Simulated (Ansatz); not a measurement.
**BaTiO3 in Ansatz, relaxation**

input.yaml:

```yaml
crystal:
  lattice:
    - [3.95213508, 0.0, 3.9843723]
    - [0.0, 3.95213508, 0.0]
    - [3.95213508, 0.0, -3.9843723]
  atoms:
    - { symbol: Ba, position: [0.0, 0.0, 0.0] }
    - { symbol: Ba, position: [0.5, 0.0, 0.5] }
    - { symbol: Ti, position: [0.011, 0.5, 0.489] }
    - { symbol: Ti, position: [0.511, 0.5, 0.989] }
    - { symbol: O, position: [0.2395, 0.5, 0.2605] }
    - { symbol: O, position: [0.7395, 0.5, 0.7605] }
    - { symbol: O, position: [0.494, 0.0, 0.006] }
    - { symbol: O, position: [0.994, 0.0, 0.506] }
    - { symbol: O, position: [0.244, 0.5, 0.756] }
    - { symbol: O, position: [0.744, 0.5, 0.256] }
  symmetry: { tolerance: 0.0003 }
kpoints:
  mp_grid: { grid: [4, 6, 4], shift: [0, 0, 0] }
magnetization:
  spin_polarized: false
scf:
  occupations: { method: fermi_dirac }
  lower_state_search: "off"
hamiltonian:
  pseudopotentials: { kind: paw }
  xc: pbe
  hubbard:
    projectors: all-electron-ortho-atomic
    sites: [{ species: Ti, l: d, u_eff: 1.48 }]
basis:
  ecutwfc: 420
  fft_grid_basis: typed
relax:
  max_steps: 60
output:
  forces: true
  stress: true
  eigenvalues: true
  populations: true
  elf: true
  write_potential: true
  volumetric_format: npy
  dos:
    e_range: [-12, 8]
    de: 0.05
    projected: { site_lists: { Ba: [Ba], O: [O], Ti: [Ti] } }
  write_density: true
  bader: false
checkpoint:
  read: saved_state
```

The command:

```bash
ansatz run input.yaml --threads 2 --pin off --max-ram 2560MiB --backend cpu --events-out ev --progress --plain --runs-dir out
```

Origin of the cell: a database entry, scaled a little.

The smearing width isn't typed, so it takes its default of 0.1 eV.

The saved state is a converged single point of the same cell.

Steps:

```tsv
step	ΔF (meV/atom)	max force component (eV/Å)	SCF iterations	step was
1	0.0	0.544	7	accepted
2	1.0	0.440	6	rejected
3	-1.8	0.237	7	accepted
4	-2.3	0.154	4	accepted
5	-2.9	0.007	6	accepted
6	-2.9	0.006	4	accepted
```

Before:

Space group P4mm (No. 99); the run's cell has a = 5.612 Å, b = 3.952 Å, c = 5.612 Å, α = 90.00°, β = 90.47°, γ = 90.00°. Shortest distances: O–Ti 1.82 Å, Ba–O 2.77 Å, O–O 2.78 Å, Ba–Ti 3.38 Å.

The relaxed structure.

Space group P4mm (No. 99); the run's cell has a = 5.612 Å, b = 3.952 Å, c = 5.612 Å, α = 90.00°, β = 90.47°, γ = 90.00°. Shortest distances: O–Ti 1.89 Å, Ba–O 2.78 Å, O–O 2.79 Å, Ba–Ti 3.41 Å.

```
CELL_PARAMETERS angstrom
3.95214 0.00000 3.98437
0.00000 3.95214 0.00000
3.95214 0.00000 -3.98437
ATOMIC_POSITIONS crystal
Ba 0.00041 0.00000 0.99959
Ba 0.50041 0.00000 0.49959
Ti 0.00536 0.50000 0.49464
Ti 0.50536 0.50000 0.99464
O 0.24274 0.50000 0.25726
O 0.74274 0.50000 0.75726
O 0.49499 0.00000 0.00501
O 0.99499 0.00000 0.50501
O 0.24499 0.50000 0.75501
O 0.74499 0.50000 0.25501
```

* Free energy lowered by: 2.9 meV/atom
* Final pressure: 8.71 GPa
* Relaxation steps listed: 6

Caveats: the SCF threshold is looser than advised for a stress; the relaxation held the start's symmetry, so the end may be a saddle point.

The run took 130 s of wall time on 2 CPU thread(s) of a shared host, from a saved density.
